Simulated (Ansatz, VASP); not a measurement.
## Al in VASP and in Ansatz

The input INCAR:

```
  PREC = Accurate
  ENCUT = 520
  EDIFF = 1E-6
  ISMEAR = 0
  SIGMA = 0.15
  LREAL = False
  LASPH = True
  NELM = 60
  ALGO = Fast
  ISIF = 2
  LWAVE = False
  LCHARG = True
  GGA = PS
  LELF = True
  LVHAR = True
  NBANDS = 8
```

KPOINTS

```
Automatic mesh
0
Gamma
  20 20 20
```

The input POSCAR:

```
Al
1.0
    0.0000000000      2.0239800000      2.0543397000
    2.0239800000      0.0000000000      2.0543397000
    2.0239800000      2.0239800000      0.0000000000
Al
1
Direct
    0.0000000000      0.0000000000      0.0000000000
```

Input for Ansatz:

```yaml
crystal:
  lattice:
    - [0.0, 2.02398, 2.0543397]
    - [2.02398, 0.0, 2.0543397]
    - [2.02398, 2.02398, 0.0]
  atoms:
    - { symbol: Al, position: [0.0, 0.0, 0.0] }
basis:
  ecutwfc: 420
kpoints:
  mp_grid: { grid: [20, 20, 20] }
hamiltonian:
  xc: pbesol
scf:
  occupations: { method: gaussian, width: 0.15 }
output:
  forces: true
  stress: true
  eigenvalues: true
```

Change from the starting cell: strain +0.0150 x Voigt [0, 0, 1, 0, 0, 0], atoms carried along.

Alike in both runs: task single point; functional PBEsol; k mesh 20 × 20 × 20; occupations gaussian, width 0.15 eV; no spin polarisation.

|  | VASP | Ansatz |
| --- | --- | --- |
| version | VASP 6.6.1 | Ansatz 0.2.0 |
| potentials or method | VASP PAW PBE potentials, release 64 (Al) | scalar-relativistic, plane waves, PAW |
| plane-wave cutoff (eV) | 520 | 420 |
| valence electrons in the cell | 3 | 3 |

```tsv
	VASP	Ansatz	Ansatz less VASP
gap on the k mesh at the Fermi level (eV)	none	none	-
pressure (GPa)	-2.9	-3.0	-0.05
largest component of the traceless stress (GPa)	0.31	0.31	+0.002
```

A gap of «none» marks a metal or a gap that the smearing closes.

Caveats: the PAW data sets were made with another functional, which shifts forces and pressure a little (VASP).
